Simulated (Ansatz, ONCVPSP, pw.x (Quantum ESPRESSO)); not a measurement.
Ru (Z = 44) (fcc): variants of one ONCV potential in the solid

Ru, optimised norm-conserving Vanderbilt (ONCV), made with ONCVPSP 4.0.1.1 (patched build) (PBE, scalar-relativistic). Core [Ar] 3d10, reference 4s2 4p6 4d7 5s0.5 (charge +0.5). Waves: 4s+5s: rc 1.75 bohr, ncon 4, nbas 7, qcut 5.7 1/bohr, 2 projectors; 4p: rc 1.65 bohr, ncon 4, nbas 7, qcut 6.9 1/bohr, 1 projector; 4d: rc 2.00 bohr, ncon 3, nbas 8, qcut 6.8 1/bohr, 1 projector. Local part: polynomial inside 1.10 bohr (lpopt 5, dvloc0 1 Ha). Core correction: Teter function, fcfact 5.25, rcfact 1.05.

Crystal test: fcc Ru in pw.x 7.5, no spin, 15³ k-points, Fermi–Dirac smearing 0.01 Ry, cutoffs set for each file from its atomic test. The reference is all-electron LAPW (Ansatz 0.2.0) with the same functional, mesh and smearing; V0 and B0 come from Birch–Murnaghan fits to the pressures at five volumes. Errors are pseudo minus all-electron; Δ is the rms difference of the E(V) curves that follow from these fits, minima aligned, over ±6 % about the mean V0. Mesh and smearing are coarse, so the numbers serve the comparison and aren't converged zero-temperature values; the lattice is a test structure that the element need not adopt.

All-electron: a0 = 3.812 Å (V0 = 13.85 Å³/atom), B0 = 303.1 GPa.

| change | cutoffs (Ry) | pw.x | a0 (Å) | a0 error (%) | B0 error (%) | Δ (meV/atom) | mean pressure error (GPa) |
| --- | --- | --- | --- | --- | --- | --- | --- |
| base | 50/200 | converged | 3.799 | -0.34 | +3.9 | 9.4 | -3.14 |
| s: qcut 5.1; p: qcut 6.2; d: qcut 6.1 | 85/340 | converged | 3.799 | -0.34 | +4.3 | 9.4 | -3.14 |
| local potential polynomial inside 1.15 bohr (lpopt 4, dvloc0 2 Ha) | 50/200 | converged | 3.804 | -0.22 | +3.2 | 6.2 | -2.06 |
| p: rc 1.76 | 50/200 | converged | 3.797 | -0.39 | +4.4 | 10.8 | -3.61 |
| local potential polynomial inside 1.10 bohr (lpopt 5, dvloc0 8 Ha) | 50/200 | converged | 3.807 | -0.13 | +2.5 | 3.7 | -1.22 |

Task: Give the row for: local potential polynomial inside 0.86 bohr (lpopt 5, dvloc0 1 Ha).

Result: pw.x: converged; mean pressure error (GPa): -4.42; a0 (Å): 3.794; a0 error (%): -0.48; B0 error (%): +5.0; Δ (meV/atom): 13.3.
